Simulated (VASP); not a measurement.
Set up this calculation in VASP 6.6.1, as the native input.

```
Task                   : single point
Functional             : PBEsol
Potentials or basis    : VASP PAW PBE potentials, release 64 (In_d, P_h)
Cutoff                 : 900 eV
k mesh                 : 10 × 10 × 10
Occupations            : gaussian, width 0.02 eV
Spin                   : no spin polarisation
Further INCAR settings : ALGO = Normal; EDIFF = 1e-06; NBANDS = 16
```

The structure of InP lies in POSCAR:

```
InP
1.0
    0.0000000000      2.9395400000      2.9395400000
    2.9395400000      0.0000000000      2.9395400000
    2.9395400000      2.9395400000      0.0000000000
In P
1 1
Direct
    0.0000000000      0.0000000000      0.0000000000
    0.7500000000      0.7500000000      0.7500000000
```

The cell is a database's computed one.

The input as run:

INCAR

```
  PREC = Accurate
  ENCUT = 900
  EDIFF = 1E-6
  ISMEAR = 0
  SIGMA = 0.02
  LREAL = False
  LASPH = True
  NELM = 80
  ALGO = Normal
  ISIF = 2
  LWAVE = False
  LCHARG = False
  GGA = PS
  NBANDS = 16
```

KPOINTS

```
Automatic mesh
0
Gamma
  10 10 10
```

Potentials or basis: VASP PAW PBE potentials, release 64 (In_d, P_h).

Launch:

```console
$ cat potpaw_PBE.64/In_d/POTCAR potpaw_PBE.64/P_h/POTCAR > POTCAR
$ mpirun -np 1 vasp_std > vasp.out
```

Results of the run:

* Pressure: 0.0 GPa
* Band gap on the k mesh: 0.57 eV, direct

Caveat: the PAW data sets were made with another functional, which shifts forces and pressure a little; spin-orbit coupling is left out, which moves the levels of the heavy elements.

It took 78 s on 1 thread of Intel(R) Xeon(R) Platinum 8259CL CPU @ 2.50GHz (Skylake/Cascade Lake), with other jobs on the host, peak memory 0.3 GiB.
